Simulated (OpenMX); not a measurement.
Crystal: Li2O.

```
O Li
1.0
     0.00000    2.32685    2.32685
     2.32685    0.00000    2.32685
     2.32685    2.32685    0.00000
O Li
1 2
Direct
  0.00000 0.00000 0.00000
  0.25000 0.25000 0.25000
  0.75000 0.75000 0.75000
```

The cell comes from a database or a generator and needn't be the stable form of this composition.

Base run:

| Property | Result |
| --- | --- |
| Program | OpenMX 3.8.5 |
| Functional | LDA |
| Potentials or basis | OpenMX 2013 LDA set, O6.0-s2p2d1, Li8.0-s3p2, grid cutoff 400 Ry |
| k mesh | 11 × 11 × 11 |
| Occupations | fermi-dirac, width 0.05 eV |
| Spin | no spin polarisation |

Its results: band gap on the k mesh 4.98 eV, indirect (least direct gap 5.14 eV); pressure -6.6 GPa.

Question: The run is repeated on the same cell with these changes: functional from LDA to PBE; potentials or basis from OpenMX 2013 LDA set, O6.0-s2p2d1, Li8.0-s3p2, grid cutoff 400 Ry to OpenMX 2013 PBE set, O6.0-s2p2, Li8.0-s3p1, grid cutoff 400 Ry. What comes out?

Answer: Band gap on the k mesh 4.82 eV, direct; pressure -1.8 GPa.

Caveats: the basis of atomic orbitals isn't converged, which shifts pressures, moduli and gaps.
